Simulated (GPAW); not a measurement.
# Ge (P4_32_12) in GPAW: single point with TB-mBJ

Aim: the single point of Ge with TB-mBJ.

All numbers are computed with GPAW 26.7.0; they aren't measurements. Logs are shortened: lines on timing, memory, paths and dates and some standing lists are left out, and cuts for length are marked. The log counts tension as positive stress, the text compression.

### 1 Starting point

It takes space group P4_32_12 (No. 96, tetragonal). The conventional cell has a = 5.930 Å, b = 5.930 Å, c = 6.980 Å, α = 90.00°, β = 90.00°, γ = 90.00°. Ge (site symmetry 1) is surrounded by 4 Ge at 2.44 to 2.55 Å. Around Ge (site symmetry 2) lie 4 Ge at 2.44 to 2.55 Å.

This isn't the form of Ge at room conditions, which is diamond.

### 2 Single point, TB-mBJ

Contents of run.py:

```python
from ase import Atoms
from ase.dft.bandgap import bandgap
from ase.io import write
from gpaw import GPAW, PW

atoms = Atoms(['Ge', 'Ge', 'Ge', 'Ge', 'Ge', 'Ge', 'Ge', 'Ge', 'Ge', 'Ge', 'Ge', 'Ge'],
              cell=[[5.93, 0.0, 0.0],
                    [0.0, 5.93, 0.0],
                    [0.0, 0.0, 6.98]],
              scaled_positions=[[0.375, 0.1667, 0.75],
                                [0.3333, 0.875, 0.5],
                                [0.625, 0.8333, 0.25],
                                [0.6667, 0.125, 0.0],
                                [0.875, 0.3333, 0.5],
                                [0.8333, 0.625, 0.75],
                                [0.125, 0.6667, 0.0],
                                [0.1667, 0.375, 0.25],
                                [0.575, 0.425, 0.25],
                                [0.925, 0.925, 0.5],
                                [0.425, 0.575, 0.75],
                                [0.075, 0.075, 0.0]],
              pbc=True)

calc = GPAW(mode=PW(600),
            xc='TB09',
            kpts={'size': (4, 4, 4), 'gamma': True},
            occupations={'name': 'fermi-dirac', 'width': 0.05},
            nbands=46,
            convergence={'density': 1e-05, 'energy': 1e-05},
            eigensolver='cg',
            maxiter=150,
            txt='gpaw.txt')
atoms.calc = calc
energy = atoms.get_potential_energy()
calc.write('gs.gpw')
write('result.traj', atoms)
print('Fermi level:', round(calc.get_fermi_level(), 4), 'eV')
print(f'Gap: {bandgap(calc)[0]:.4f} eV, direct: {bandgap(calc, direct=True)[0]:.4f} eV')
```

Potentials or basis: GPAW PAW data sets for LDA (gpaw-data 1.2.1), pw.

On the command line:

```sh
$ OMP_NUM_THREADS=1 python run.py
```

gpaw.txt:

```text
___ ___ ___ _ _ _
 |   |   |_  | | | |
 | | | | | . | | | |
 |__ |  _|___|_____|  26.7.0
 |___|_|

Input parameters:
  convergence: {density: 1e-05,
                energy: 1e-05}
  eigensolver: cg
  kpts: {gamma: True,
         size: (4, 4, 4)}
  maxiter: 150
  mode: {ecut: 600.0,
         name: pw}
  nbands: 46
  occupations: {name: fermi-dirac,
                width: 0.05}
  xc: TB09

System changes: positions, numbers, cell, pbc, initial_charges, initial_magmoms

Initialize ...

species:
  Ge:
    name:    Germanium
    Z:       32.0
    valence: 4
    core:    28
    charge:  0.0  # [|e|]
    compensation charges:
      type: gauss
      rc: 0.32  # [Å]
      lmax: 2
    cutoffs:
      filter: 1.77  # [Å]
      core: 3.42  # [Å]
    projectors
    | kind |    occ | energy [eV] | rcut [Å] |
    |------|--------|-------------|----------|
    |   4s |  2.000 |     -11.940 |    1.005 |
    |   4p |  2.000 |      -4.047 |    1.005 |
    |    s |        |      15.272 |    1.005 |
    |    p |        |      23.164 |    1.005 |
    |    d |        |       0.000 |    1.005 |

    Using partial waves for Ge as LCAO basis

Reference energy: -684213.812571  # eV

Spin-paired calculation

Convergence criteria:
 Maximum [total energy] change in last 3 cyles: 1e-05 eV / valence electron
 Maximum integral of absolute [dens]ity change: 1e-05 electrons / valence electron
 Maximum integral of absolute [eigenst]ate change: 4e-08 eV^2 / valence electron
 Maximum number of scf [iter]ations: 150
 (Square brackets indicate name in SCF output, whereas a 'c' in
 the SCF output indicates the quantity has converged.)

Symmetries present (total): 2

  ( 1  0  0)  ( 0  1  0)
  ( 0  1  0)  ( 1  0  0)
  ( 0  0  1)  ( 0  0 -1)

64 k-points: 4 x 4 x 4 Monkhorst-Pack grid + [1/8,1/8,1/8]
24 k-points in the irreducible part of the Brillouin zone
       k-points in crystal coordinates                weights
   0:     0.00000000    0.00000000    0.00000000          1/64
   1:     0.00000000    0.00000000    0.25000000          2/64
   2:     0.00000000    0.00000000    0.50000000          1/64
   3:     0.25000000   -0.25000000   -0.25000000          2/64
   4:     0.25000000   -0.25000000    0.00000000          2/64
   5:     0.25000000   -0.25000000    0.25000000          2/64
   6:     0.25000000   -0.25000000    0.50000000          2/64
   7:     0.25000000    0.00000000   -0.25000000          4/64
   8:     0.25000000    0.00000000    0.00000000          4/64
   9:     0.25000000    0.00000000    0.25000000          4/64
          ...
  23:     0.50000000    0.50000000    0.50000000          1/64

Wave functions: Plane wave expansion
  Cutoff energy: 600.000 eV
  Number of coefficients (min, max): 8152, 8224
  Pulay-stress correction: 0.000000 eV/Ang^3 (de/decut=0.000000)
  Using FFTW library
  ScaLapack parameters: grid=1x1, blocksize=None
  Wavefunction extrapolation:
    Improved wavefunction reuse through dual PAW basis

Occupation numbers: Fermi-Dirac:
  width: 0.0500  # eV

Eigensolver
   CG(niter=4, rtol=3.0e-01)

Densities:
  Coarse grid: 35*35*40 grid
  Fine grid: 70*70*80 grid
  Total Charge: 0.000000

Density mixing:
  Method: separate
  Backend: msr1
  Linear mixing parameter: 0.05
  old densities: 10
  Width of damping distribution: 1.1
  Damping of long wavelength oscillations: 20

Hamiltonian:
  XC and Coulomb potentials evaluated on a 70*70*80 grid
  Using the TB09 Exchange-Correlation functional
  External potential:
    NoExternalPotential

XC parameters: TB09 with 2 nearest neighbor stencil

Number of atoms: 12
Number of atomic orbitals: 48
Number of bands in calculation: 46
Number of valence electrons: 48
Bands to converge: occupied

... initialized

Initializing position-dependent things.

Density initialized from atomic densities
Creating initial wave functions:
  46 bands from LCAO basis set

     .--------------.
    /|              |
   / |              |
  /  |              |
 *   |    Ge    Ge  |
 |   |   Ge        Ge
 |   | Ge           |
 |   |        GGe   |
 |   |              |
 |   Ge----Ge-------.
 |  / Ge           /
 | /              /
 |/         Ge   /
 *Ge------------*

Atomic positions and initial magnetic moments

Positions:
   0 Ge     2.223750    0.988531    5.235000    ( 0.0000,  0.0000,  0.0000)
   1 Ge     1.976469    5.188750    3.490000    ( 0.0000,  0.0000,  0.0000)
   2 Ge     3.706250    4.941469    1.745000    ( 0.0000,  0.0000,  0.0000)
   3 Ge     3.953531    0.741250    0.000000    ( 0.0000,  0.0000,  0.0000)
   4 Ge     5.188750    1.976469    3.490000    ( 0.0000,  0.0000,  0.0000)
   5 Ge     4.941469    3.706250    5.235000    ( 0.0000,  0.0000,  0.0000)
   6 Ge     0.741250    3.953531    0.000000    ( 0.0000,  0.0000,  0.0000)
   7 Ge     0.988531    2.223750    1.745000    ( 0.0000,  0.0000,  0.0000)
   8 Ge     3.409750    2.520250    1.745000    ( 0.0000,  0.0000,  0.0000)
   9 Ge     5.485250    5.485250    3.490000    ( 0.0000,  0.0000,  0.0000)
  10 Ge     2.520250    3.409750    5.235000    ( 0.0000,  0.0000,  0.0000)
  11 Ge     0.444750    0.444750    0.000000    ( 0.0000,  0.0000,  0.0000)

Unit cell:
           periodic     x           y           z      points  spacing
  1. axis:    yes    5.930000    0.000000    0.000000    35     0.1694
  2. axis:    yes    0.000000    5.930000    0.000000    35     0.1694
  3. axis:    yes    0.000000    0.000000    6.980000    40     0.1745

  Lengths:   5.930000   5.930000   6.980000
  Angles:   90.000000  90.000000  90.000000

Effective grid spacing dv^(1/3) = 0.1711

iter:   1 24976.861376
iter:   2 24975.733817   +0.51  -0.81
iter:   3 24981.634608   -0.29  -0.83
iter:   4 24991.213666   -1.12  -0.97
iter:   5 25003.449249   -0.92  -1.23
iter:   6 25005.259309   -1.52  -1.37
iter:   7 25004.158278   -2.56  -1.38
iter:   8 25001.652053   -3.01  -1.38
iter:   9 25000.110808   -2.72  -1.44
iter:  10 24999.427823   -2.98  -1.49
iter:  11 24998.391205   -3.06  -1.54
iter:  12 24994.149922   -2.05  -1.62
iter:  13 24993.806453   -2.29  -2.12
iter:  14 24993.623819   -2.93  -2.63
iter:  15 24993.455471   -3.90  -2.56
iter:  16 24993.592211   -4.29  -3.25
iter:  17 24993.586187   -4.70  -3.17
iter:  18 24993.659908   -5.36  -3.54
iter:  19 24993.656944   -5.69  -3.88
iter:  20 24993.658830   -6.14  -3.80
iter:  21 24993.659716   -6.74  -4.24
iter:  22 24993.658431   -7.46c -4.33
iter:  23 24993.657569   -8.04c -4.76
iter:  24 24993.657280   -8.55c -4.88
iter:  25 24993.657828   -8.99c -5.36c
iter:  26 24993.658031   -9.18c -5.29c
iter:  27 24993.658030c  -9.19c -5.57c

Converged after 27 iterations.

Dipole moment: (0.000000, 0.000000, -0.000000) |e|*Ang

Energy contributions relative to reference atoms: (reference = -684213.812571)

Kinetic:        +38.883391
Potential:      -27.845453
External:        +0.000000
XC:            +24982.580090
Entropy (-ST):   -0.000001
Local:           +0.040002
SIC:             +0.000000
--------------------------
Free energy:   +24993.658029
Extrapolated:  +24993.658030

Showing only first 2 kpts
 Kpt  Band  Eigenvalues  Occupancy
  0    22      5.51471    2.00000
  0    23      6.29474    1.99999
  0    24      8.13138    0.00000
  0    25      8.13138    0.00000

  1    22      5.53934    2.00000
  1    23      5.60670    2.00000
  1    24      8.46370    0.00000
  1    25      8.60651    0.00000

Fermi level: 6.92037

Gap: 1.208 eV
Transition (v -> c):
  (s=0, k=4, n=23, [0.25, -0.25, 0.00]) -> (s=0, k=16, n=24, [0.50, 0.00, 0.50])
Direct/indirect transitions are different
Direct gap: 1.322 eV
Transition at: (s=0, k=11, n=23, [0.25, 0.25, 0.00])
Writing to gs.gpw (mode='')
```

Wall time 10 min (1 thread of Arm Neoverse V2, shared host); peak memory 0.5 GiB.

What came out:

```
Band gap on the k mesh : 1.21 eV, indirect (least direct gap 1.32 eV)
```

Caveat: a model potential gives levels but no total energy.
